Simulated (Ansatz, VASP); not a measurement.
# Cross-check of AlGaN2 (alpha-NaFeO2 type (invented)) between VASP and Ansatz, part 2 of 2

Aim: how closely do two programs agree when they are given the same cell, functional and k mesh? The cell is generated by rule, not measured, and may not be a known phase. The cell is taken from a series of runs on this material, whose earlier steps may have relaxed, scaled, displaced or heated it; both programs get it as it stands.

VASP 6.6.1 and Ansatz 0.2.0.

So far: Starting point; VASP: zone-centre phonons, PBEsol.

## Step 2: VASP: zone-centre phonons, PBEsol (continued)

Level of this step: PBEsol; plane waves and PAW (Al, Ga_d, N); invented cell (VASP).

Numbers of over 12 decimals in the logs are rounded to 6 here.

OUTCAR, selected parts (step 2):

```text
NELECT = 25.6

 ion  position               nearest neighbor table
   1  0.000  0.000  0.000-   4 2.04   3 2.04   4 2.04   4 2.04   3 2.04   3 2.04   2 2.92   2 2.92
                             2 2.92   2 2.92   2 2.92   2 2.92
   2  0.500  0.500  0.500-   3 2.10   4 2.10   3 2.10   3 2.10   4 2.10   4 2.10   1 2.92   1 2.92
                             1 2.92   1 2.92   1 2.92   1 2.92
   3  0.253  0.253  0.253-   1 2.04   1 2.04   1 2.04   2 2.10   2 2.10   2 2.10
   4  0.747  0.747  0.747-   1 2.04   1 2.04   1 2.04   2 2.10   2 2.10   2 2.10

  LATTYP: Found a trigonal (rhomboedric) cell.
 ALAT       =     5.0651022060
 COS(alpha) =     0.8333373549

 Subroutine GETGRP returns: Found 12 space group operations
 (whereof 12 operations were pure point group operations)

The static configuration has the point symmetry D_3d.

 Found    189 irreducible k-points:

   k-points           NKPTS =    189   k-points in BZ     NKDIM =    189   number of bands    NBANDS=     18

   dimension x,y,z NGX =    40 NGY =   40 NGZ =   40
   dimension x,y,z NGXF=    80 NGYF=   80 NGZF=   80

   ENCUT  =  600.0 eV  44.10 Ry    6.64 a.u.  10.12 10.12 10.12*2*pi/ulx,y,z

 k-points in reciprocal lattice and weights: Automatic mesh
   0.00000000  0.00000000  0.00000000       0.001
   0.08333333  0.00000000  0.00000000       0.003
   0.16666667  0.00000000 -0.00000000       0.003
   0.25000000  0.00000000 -0.00000000       0.003
   0.33333333  0.00000000  0.00000000       0.003
   0.41666667 -0.00000000 -0.00000000       0.003
   0.50000000  0.00000000 -0.00000000       0.002
   0.08333333  0.08333333  0.00000000       0.003
   0.16666667  0.08333333 -0.00000000       0.007
[...]
-0.41666667  0.50000000  0.41666667       0.003
   0.50000000  0.50000000  0.50000000       0.001

 average (electrostatic) potential at core
       1 -69.9204       2 -60.2798       3 -58.8500       4 -58.8500

  Total       -4.8543705     -4.8543705     -5.0076513     -0.0000000      0.0000000      0.0000000
  in kB     -219.9153631   -219.9153631   -226.8593730     -0.0000000      0.0000000      0.0000000
  external PRESSURE =    -222.2300330 kB  Pullay stress =       0.0000000 kB

  energy-cutoff  :      600.00
  volume of cell :       35.37
      direct lattice vectors                 reciprocal lattice vectors
     1.462151420  0.844173516  4.775431358     0.341961847  0.197431764  0.069801722
    -1.462151420  0.844173516  4.775431358    -0.341961847  0.197431764  0.069801722
     0.000000000 -1.688347032  4.775431358     0.000000000 -0.394863529  0.069801722

 POSITION                                       TOTAL-FORCE (eV/Angst)
 -----------------------------------------------------------------------------------
      0.00000      0.00000      0.00000         0.000000     -0.000000     -0.000000
      0.00000      0.00000      7.16315        -0.000000      0.000000     -0.000000
      0.00000      0.00000      3.63034         0.000000     -0.000000     -0.014492
      0.00000      0.00000     10.69595         0.000000     -0.000000      0.014492
 -----------------------------------------------------------------------------------
    total drift:                                0.000000      0.000000      0.000000

 Eigenvectors and eigenvalues of the dynamical matrix
 ----------------------------------------------------

   1 f  =   19.886011 THz   124.947490 2PiTHz  663.325917 cm-1    82.241895 meV
             X         Y         Z           dx          dy          dz
      0.000000  0.000000  0.000000    -0.000000   -0.000000    0.000000
      0.000000  0.000000  7.163147    -0.000000   -0.000000    0.000000
      0.000000  0.000000  3.630343    -0.000000   -0.000000   -0.707107
      0.000000  0.000000 10.695952     0.000000    0.000000    0.707107

   2 f  =   12.432122 THz    78.113324 2PiTHz  414.690939 cm-1    51.415100 meV
             X         Y         Z           dx          dy          dz
      0.000000  0.000000  0.000000    -0.000000    0.000000   -0.866700
      0.000000  0.000000  7.163147    -0.000000    0.000000    0.275164
      0.000000  0.000000  3.630343     0.000000   -0.000000    0.294207
      0.000000  0.000000 10.695952     0.000000   -0.000000    0.294207

   3 f  =   11.746338 THz    73.804419 2PiTHz  391.815666 cm-1    48.578929 meV
             X         Y         Z           dx          dy          dz
      0.000000  0.000000  0.000000     0.590982    0.000003   -0.000000
      0.000000  0.000000  7.163147     0.136037    0.000001   -0.000000
      0.000000  0.000000  3.630343    -0.562243   -0.000003    0.000000
      0.000000  0.000000 10.695952    -0.562243   -0.000003    0.000000

   4 f  =   11.746338 THz    73.804419 2PiTHz  391.815666 cm-1    48.578929 meV
             X         Y         Z           dx          dy          dz
      0.000000  0.000000  0.000000    -0.000003    0.590982    0.000000
      0.000000  0.000000  7.163147    -0.000001    0.136037   -0.000000
      0.000000  0.000000  3.630343     0.000003   -0.562243   -0.000000
      0.000000  0.000000 10.695952     0.000003   -0.562243   -0.000000

   5 f  =   10.360746 THz    65.098487 2PiTHz  345.597288 cm-1    42.848583 meV
             X         Y         Z           dx          dy          dz
      0.000000  0.000000  0.000000     0.000000   -0.000000   -0.180724
      0.000000  0.000000  7.163147     0.000000   -0.000000    0.604221
      0.000000  0.000000  3.630343    -0.000000    0.000000   -0.548752
      0.000000  0.000000 10.695952     0.000000   -0.000000   -0.548752

   6 f  =   10.351750 THz    65.041962 2PiTHz  345.297205 cm-1    42.811378 meV
             X         Y         Z           dx          dy          dz
      0.000000  0.000000  0.000000     0.000000   -0.000000    0.000000
      0.000000  0.000000  7.163147     0.000000   -0.000000   -0.000000
      0.000000  0.000000  3.630343    -0.707107   -0.000027    0.000000
      0.000000  0.000000 10.695952     0.707107    0.000027    0.000000

   7 f  =   10.351750 THz    65.041962 2PiTHz  345.297205 cm-1    42.811378 meV
             X         Y         Z           dx          dy          dz
      0.000000  0.000000  0.000000     0.000000    0.000000   -0.000000
      0.000000  0.000000  7.163147     0.000000    0.000000    0.000000
      0.000000  0.000000  3.630343     0.000027   -0.707107   -0.000000
      0.000000  0.000000 10.695952    -0.000027    0.707107   -0.000000

   8 f  =    5.829596 THz    36.628429 2PiTHz  194.454375 cm-1    24.109259 meV
             X         Y         Z           dx          dy          dz
      0.000000  0.000000  0.000000    -0.659434   -0.000007   -0.000000
      0.000000  0.000000  7.163147     0.649203    0.000007   -0.000000
      0.000000  0.000000  3.630343    -0.268032   -0.000003   -0.000000
      0.000000  0.000000 10.695952    -0.268032   -0.000003   -0.000000

   9 f  =    5.829596 THz    36.628429 2PiTHz  194.454375 cm-1    24.109259 meV
             X         Y         Z           dx          dy          dz
      0.000000  0.000000  0.000000     0.000007   -0.659434    0.000000
      0.000000  0.000000  7.163147    -0.000007    0.649203   -0.000000
      0.000000  0.000000  3.630343     0.000003   -0.268032    0.000000
      0.000000  0.000000 10.695952     0.000003   -0.268032    0.000000

  10 f/i=    0.002864 THz     0.017995 2PiTHz    0.095533 cm-1     0.011845 meV
             X         Y         Z           dx          dy          dz
      0.000000  0.000000  0.000000    -0.000000   -0.000000   -0.464941
      0.000000  0.000000  7.163147    -0.000000   -0.000000   -0.747798
      0.000000  0.000000  3.630343    -0.000000   -0.000000   -0.335133
      0.000000  0.000000 10.695952    -0.000000   -0.000000   -0.335133

  11 f/i=    0.005737 THz     0.036048 2PiTHz    0.191370 cm-1     0.023727 meV
             X         Y         Z           dx          dy          dz
      0.000000  0.000000  0.000000     0.398046    0.239678   -0.000000
      0.000000  0.000000  7.163147     0.641100    0.386030   -0.000000
      0.000000  0.000000  3.630343     0.286755    0.172666   -0.000000
      0.000000  0.000000 10.695952     0.286755    0.172666   -0.000000

  12 f/i=    0.005737 THz     0.036048 2PiTHz    0.191370 cm-1     0.023727 meV
             X         Y         Z           dx          dy          dz
      0.000000  0.000000  0.000000     0.239678   -0.398046   -0.000000
      0.000000  0.000000  7.163147     0.386030   -0.641100   -0.000000
      0.000000  0.000000  3.630343     0.172666   -0.286755   -0.000000
      0.000000  0.000000 10.695952     0.172666   -0.286755   -0.000000

 ELASTIC MODULI CONTR FROM IONIC RELAXATION (kBar)
 Direction    XX          YY          ZZ          XY          YZ          ZX
 --------------------------------------------------------------------------------
 XX          -9.9164      9.7509      0.4924      0.0000    -25.6024      0.0000
 YY           9.7509     -9.9164      0.4924     -0.0000     25.6024     -0.0000
 ZZ           0.4924      0.4924     -2.9298     -0.0000      0.0000     -0.0000
 XY           0.0000     -0.0000     -0.0000     -9.8337      0.0000    -26.8057
 YZ         -25.6024     25.6024      0.0000      0.0000    -66.6570      0.0000
 ZX           0.0000     -0.0000     -0.0000    -26.8057      0.0000    -73.0699
 --------------------------------------------------------------------------------
```

The cell is charged against a uniform background.

## Step 3: Ansatz: zone-centre phonons, PBEsol

Ansatz runs on its default PAW (the set named soft_2) files.

The same cell, functional, mesh and smearing now go to Ansatz, which takes its cutoff from its data sets.

File input.yaml:

```yaml
crystal:
  lattice:
    - [1.4621514203, 0.8441735161, 4.7754313581]
    - [-1.4621514203, 0.8441735161, 4.7754313581]
    - [0.0, -1.6883470322, 4.7754313581]
  atoms:
    - { symbol: Al, position: [1.0, 0.0, 0.0] }
    - { symbol: Ga, position: [0.5, 0.5, 0.5] }
    - { symbol: "N", position: [0.2534041607, 0.2534041607, 0.2534041607] }
    - { symbol: "N", position: [0.7465958393, 0.7465958393, 0.7465958393] }
total_charge: 0.4
kpoints:
  mp_grid: { grid: [12, 12, 12] }
hamiltonian:
  xc: pbesol
scf:
  occupations: { method: fermi_dirac, width: 0.05 }
  n_extra_bands: 10
output:
  eigenvalues: true
phonons:
  method: dfpt
```

Launch:

```console
$ ansatz run input.yaml --threads 4 --pin off --max-ram 8192MiB --backend cpu --events-out ev --progress --plain --runs-dir out
```

The program printed:

```text
scf.n_extra_bands = 10 over 13 filled bands (N_el = 25.6): the run solves 23 bands
Engine: ansatz 0.2.0, aarch64-unknown-linux-gnu
Pseudopotentials: kind: paw
Pseudopotential: Al, paw, valence charge 3, recommended cutoff 420 eV (normal), Al.paw.azcp
Pseudopotential: Ga, paw, valence charge 13, recommended cutoff 420 eV (normal), Ga.paw.azcp
Pseudopotential: N, paw, valence charge 5, recommended cutoff 420 eV (normal), N.paw.azcp
Functional definition: PBEsol
  exchange = pbesol_x
  correlation = pbesol_c
Crystal: 4 atoms, lattice volume = 35.366 Å³
Basis set: ecut = 420 eV, 675 PW (Γ), exchange–correlation on 72×72×72 points (8 copies of the dense FFT grid, shifted against one another)
Bands: 23, of which v1, the nominal top of the filled ones, is band 13 counted from 1 (12 counted from 0)
Symmetry: 12 space group operations
k-points: 476 of 1728 (irreducible under 2 space group operations, time reversal used)
Non-local potential: Al, projectors of the file, l = 0: 2, l = 1: 2, l = 2: 1
Non-local potential: Ga, projectors of the file, l = 0: 2, l = 1: 2, l = 2: 3, l = 3: 1
Non-local potential: N, projectors of the file, l = 0: 2, l = 1: 2, l = 2: 1
PAW form: soft (Blöchl's): semilocal exchange-correlation on the pseudo side does not see the compensation charge
PAW frozen core: Al, regenerated for the run's functional, and the local potential with it (the file was generated under x = pbe(κ = 0.804, μ = 0.219515), c = pbe(β = 0.066725))
PAW frozen core: Ga, regenerated for the run's functional, and the local potential with it (the file was generated under x = pbe(κ = 0.804, μ = 0.219515), c = pbe(β = 0.066725))
PAW frozen core: N, regenerated for the run's functional, and the local potential with it (the file was generated under x = pbe(κ = 0.804, μ = 0.219515), c = pbe(β = 0.066725))
PAW one-centre angular grid: Al, 110 points (default); XC on 64 Gauss nodes
PAW one-centre angular grid: Ga, 590 points (default); XC on 64 Gauss nodes
PAW one-centre angular grid: N, 110 points (default); XC on 64 Gauss nodes
Initial density: superposition of atomic densities (neutral atoms scaled as one to the charged cell's electrons: chi_scale 0, normalization atom), corrected by the library's trained network
Initial wavefunctions: pseudopotential atomic-orbital guess
Functional: x = pbesol(κ = 0.804, μ = 0.123457), c = pbesol(β = 0.046)
SCF iter   1: F=—  HF=-5032.827718 eV  |F-HF|=—  |Δ(HF+E_count)|=         —  Δρ=5.31e-2  dr2=1.13e0  ethr=1.77e-3  ⟨swp⟩=5.2  Hψ=51764  notcnv=0  defer=176
preconditioner: auto → none  [metal: Δε(μ)=0.005 eV  Ē_g=21.213 eV  σ=0.050 eV  W_gap=0.02  n_scr=8 (ndim 8)  ℏωp=31.6 eV  f_vac=0.000  D(μ)=1.63/eV (n_scr^D=16)  sad-step TF]
SCF iter   2: F=—  HF=-5032.575028 eV  |F-HF|=—  |Δ(HF+E_count)|=   2.53e-1  Δρ=2.55e-2  dr2=4.80e-1  ethr=1.77e-3  ⟨swp⟩=2.0  Hψ=23961  notcnv=0  defer=1084
SCF iter   3: F=—  HF=-5032.400820 eV  |F-HF|=—  |Δ(HF+E_count)|=   1.74e-1  Δρ=7.61e-3  dr2=2.14e-2  ethr=1.77e-3  ⟨swp⟩=2.8  Hψ=19559  notcnv=0  defer=1084
SCF iter   4: F=—  HF=-5032.392759 eV  |F-HF|=—  |Δ(HF+E_count)|=   8.06e-3  Δρ=2.56e-3  dr2=1.43e-3  ethr=8.35e-5  ⟨swp⟩=2.0  Hψ=19473  notcnv=0  defer=1085
SCF iter   5: F=—  HF=-5032.394090 eV  |F-HF|=—  |Δ(HF+E_count)|=   1.33e-3  Δρ=9.13e-4  dr2=2.58e-4  ethr=5.58e-6  ⟨swp⟩=2.0  Hψ=17869  notcnv=0  defer=1085
SCF iter   6: F=—  HF=-5032.394086 eV  |F-HF|=—  |Δ(HF+E_count)|=   3.59e-6  Δρ=6.57e-5  dr2=4.25e-7  ethr=1.01e-6  ⟨swp⟩=2.1  Hψ=14980  notcnv=0  defer=1085
SCF iter   7: F=—  HF=-5032.394085 eV  |F-HF|=—  |Δ(HF+E_count)|=   8.90e-7  Δρ=1.27e-5  dr2=2.80e-8  ethr=1.66e-9  ⟨swp⟩=2.3  Hψ=16831  notcnv=0  defer=1085
SCF iter   8: F=—  HF=-5032.394085 eV  |F-HF|=—  |Δ(HF+E_count)|=   3.50e-9  Δρ=1.62e-6  dr2=4.33e-10  ethr=1.09e-10  ⟨swp⟩=2.7  Hψ=16302  notcnv=0  defer=1085
SCF iter   9: F=-5032.394085 eV  HF=-5032.394085 eV  |F-HF|=9.09e-13  |Δ(HF+E_count)|=  4.10e-10  Δρ=6.15e-8  dr2=5.80e-13  ethr=1.00e-12  ⟨swp⟩=8.8  Hψ=64445  notcnv=0
SCF 1 converged in 9 iterations: F = -5032.394085 eV  dr2 = 5.80e-13
  greatest PAW one-centre occupation: 0.997 electrons in one spin orbital (limit 2), on the Ga atom at site 1 (counted from 0), in its partial waves of l = 2
DFPT response loops at Γ: preconditioner auto → Kerker (q_TF=auto, 2.585 Å⁻¹) (partly filled bands, converged f_vac=0.000); β = 1.00, the filter's whole step (`scf.mixing.beta` (0.50) is not read by the response loops under this deck's `scf.mixing.preconditioner`; to damp them name `kerker` or `kerker_dos`, under which they read `scf.mixing.beta`, and type it under 1.00, their step now; both keys bind the ground state too); Broyden in place of MSR1
SCF converged after 9 iterations
Free energy (F): -5032.394085 eV
Harris-Foulkes:  -5032.394085 eV  (|F-HF|=9.09e-13)
Internal energy: -5032.380424 eV  (E = F + TS)
E sigma→0 (E₀):  -5032.387255 eV
Entropy (-TS):   -0.013661 eV (-3.415 meV/atom)
Fermi energy:    11.626200 eV
--- Per-component energies (eV) ---
  E_band       = 72.308077
  E_kinetic    = 401.291987
  E_local      = -2217.476432  (includes V_loc(G=0)·N_el)
  E_nonlocal   = 531.805383
  E_hartree    = 1029.918463
  E_xc         = -224.838395
  E_vxc        = -237.081419  (∫ρ·V_xc dr)
  E_paw        = -2656.418985  (= ΣΔE_a)
  E_vpaw       = -466.068350  (= ΣTr[D̂ρ^β])
  E_aug_tail   = 0.000004  (compensation charges beyond the density's cutoff)
  E_ewald      = -1897.600764
  E_core_change = 0.938314  (= ΣΔE_core)
  E_smearing   = -0.013661  (= −TS)
  E_closure    = -0.000000  (closes the sum)
  E_deformation_potential = 8.707306  (in the stress; not in F)
  Σ components = -5032.394085   (vs F -5032.394085, Δ=0.00e0)
--- Band table (eV; the first three rows and the last of 476) ---
  k-point 0: bands = [... 9 lower, 11.3609, 11.7262, 11.7447, 11.7447, 15.8571, 17.5530, 22.2033, 22.2033, ... 6 higher]
  k-point 1: bands = [... 9 lower, 11.1581, 11.2464, 11.6327, 11.7528, 16.3544, 18.0730, 21.2503, 22.4566, ... 6 higher]
  k-point 2: bands = [... 9 lower, 9.9079, 10.9546, 11.3401, 11.5948, 17.2388, 18.8813, 20.4356, 23.0428, ... 6 higher]
  k-point 475: bands = [... 9 lower, 11.1529, 11.1529, 11.9088, 11.9088, 17.8398, 18.0519, 21.9508, 23.3470, ... 6 higher]
--- Phonons (Γ-DFPT): 6 representative perturbations + reference, on 476 of 1728 k-points (Σ response iterations 21) ---
  k mesh reduced under 2 symmetry operations, with k and −k counted as one. Each operation leaves every solved perturbation unchanged. A smaller set is not used because it would not reduce the number of displacements times k-points to solve
  ASR residual: 3.066e-5 → 0.000e0 eV/Å²; symmetrization residual: 3.155e-5 eV/Å²
  ASR residual per site (eV/Å²): 6.94e-6 4.69e-6 3.07e-5 3.07e-5
  Γ frequencies (cm⁻¹): 0.00 0.00 0.00 195.96 195.96 345.37 345.37 346.84 390.90 390.90 413.57 663.02
  non-analytic LO–TO correction: not included (Born effective charges unavailable; polar crystals: no LO–TO splitting at Γ)
```

In the SCF lines HF is the Harris–Foulkes energy and dr2 the Hartree energy of the density residual, in eV; the loop may stop once dr2 is under the threshold and the program's other checks hold. Hψ counts applications of the Hamiltonian.

## Step 4: Comparison

Known differences besides the potentials themselves: the cutoff is 420 eV in Ansatz and 600 eV in VASP; Ansatz makes its cores anew for this functional, VASP keeps those of its PBE data sets. Total energies have different zeros and are not compared.

Compared:

```
                  quantity  Ansatz   VASP  difference
optical mode 1 to 2 (cm⁻¹)   196.0  194.5     +0.77 %
optical mode 3 to 4 (cm⁻¹)   345.4  345.3     +0.02 %
     optical mode 5 (cm⁻¹)   346.8  345.6     +0.36 %
optical mode 6 to 7 (cm⁻¹)   390.9  391.8     -0.23 %
     optical mode 8 (cm⁻¹)   413.6  414.7     -0.27 %
     optical mode 9 (cm⁻¹)   663.0  663.3     -0.05 %
```

Modes are paired by rising frequency, not by their patterns, so a pair may set unlike modes beside each other; they are those without the splitting of longitudinal modes. The cell carries a charge of +0.4 e against a uniform background, so its pressure also hangs on how the neutralising background is counted, and in a defect's cell a gap may be the spacing between its levels.

## Step 5: What came out

- r.m.s. difference of the optical zone-centre modes, each program's sorted by frequency (zone-centre phonons, PBEsol): 1.0 cm⁻¹
- difference in optical mode 1 to 2 (zone-centre phonons, PBEsol): +0.8 %

**Reading.** The r.m.s. difference of the optical zone-centre modes, each program's sorted by frequency is 1.0 cm⁻¹ (zone-centre phonons, PBEsol). Among the rows given in per cent, the largest difference of the zone-centre phonons, PBEsol pair is in optical mode 1 to 2, +0.8 %. How closely two codes agree says nothing of how well the functional describes the real material.

[Lines on the potential files, build, host, timing and source positions are cut from VASP's logs without a mark.]

[Logs are printed without paths, hosts, clocks, repeated set-up lines and the standing remarks that a program may print on its own settings, such as how far it seeks lower states.]

[Hosts, paths, dates, database ids (printed as entryN), source tags and the programs' standing remarks are cut or masked in the printed files.]
